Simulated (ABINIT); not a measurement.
A run of ABINIT 10.8.3 (patched build) is set up as follows.

run.abi

```
pp_dirpath "./"
pseudos "Hf.upf, C.upf"

acell 6.2135074315 6.2135074315 6.2135074315
rprim
     0.0000000000     0.7071067812     0.7071067812
     0.7071067812     0.0000000000     0.7071067812
     0.7071067812     0.7071067812     0.0000000000
ntypat 2
znucl 72 6
natom 2
typat 1 2
xred
     0.5000000000     0.5000000000     0.5000000000
     0.0000000000     0.0000000000     0.0000000000

ecut 37.0

kptopt 1
ngkpt 8 8 8
nshiftk 1
shiftk 0.0 0.0 0.0

ixc -116133

nband 12
occopt 3
tsmear 0.00183747

nstep 100
tolvrs 1.0e-10

iomode 3
prtwf 0
prteig 0
prtebands 0
prtden 1
prtvha 1
prtvclmb 1
prtpot 1
prtelf 1
```

Potentials or basis: PseudoDojo NC SR PBEsol v0.4.1 standard.

The run is started by

```bash
$ mpirun --bind-to none -np 4 abinit run.abi > log 2>&1
```

**Question.** Predict the band gap on the k mesh.

**Answer.** None (metal or under the smearing width).

**Question.** Estimate the pressure.

**Answer.** -6.4 GPa.

Spin-orbit coupling is left out, which matters for the levels of Hf.
